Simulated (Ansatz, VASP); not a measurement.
Given: the input of a run of Ansatz 0.2.0 on TePb.

The input input.yaml:

```yaml
crystal:
  lattice:
    - [0.0, 3.231, 3.231]
    - [3.231, 0.0, 3.231]
    - [3.231, 3.231, 0.0]
  atoms:
    - { symbol: Pb, position: [0.0, 0.0, 0.0] }
    - { symbol: Te, position: [0.5, 0.5, 0.5] }
hamiltonian:
  xc: pbe
  pseudopotentials: { kind: paw }
kpoints:
  mp_grid: { grid: [7, 7, 7] }
scf:
  occupations: { method: fermi_dirac, width: 0.05 }
output:
  forces: true
  stress: true
  eigenvalues: true
```

Potentials or basis: Ansatz PAW.

Run with:

```sh
$ ansatz run input.yaml --threads 2 --pin off --max-ram 5632MiB --backend cpu --events-out ev --progress --plain --runs-dir out
```

Question: Set up the same calculation for VASP 6.6.1. Potentials there: VASP PAW PBE potentials, release 64 (Pb_d, Te).

Answer: As run (the cutoff follows the program's own potentials):

INCAR

```
ALGO = Normal ; EDIFF = 1E-6
ENCUT = 520 ; GGA = PE
ISIF = 2 ; ISMEAR = -1
LASPH = True ; LCHARG = False
LREAL = False ; LWAVE = False
NELM = 60 ; PREC = Accurate
SIGMA = 0.05
```

Contents of KPOINTS:

```
k-points
0
Gamma
  7 7 7
```

File POSCAR:

```
TePb
1.0
    0.0000000000      3.2310000000      3.2310000000
    3.2310000000      0.0000000000      3.2310000000
    3.2310000000      3.2310000000      0.0000000000
Pb Te
1 1
Direct
    0.0000000000      0.0000000000      0.0000000000
    0.5000000000      0.5000000000      0.5000000000
```

Potentials or basis: VASP PAW PBE potentials, release 64 (Pb_d, Te).

Run with:

```sh
$ cat potpaw_PBE.64/Pb_d/POTCAR potpaw_PBE.64/Te/POTCAR > POTCAR
$ mpirun -np 1 vasp_std > vasp.out
```

Both were run:

|  | VASP | Ansatz | Ansatz less VASP |
| --- | --- | --- | --- |
| gap on the k mesh at the Fermi level (eV) | 1.01 | 1.01 | -0.003 |
| least direct gap on the mesh (eV) | 1.01 | 1.01 | -0.003 |
| pressure (GPa) | 2.1 | 2.1 | +0.06 |

The two sets of potentials don't hold the same shells in valence.

Spin-orbit coupling is left out, which matters for the levels of Pb, Te.
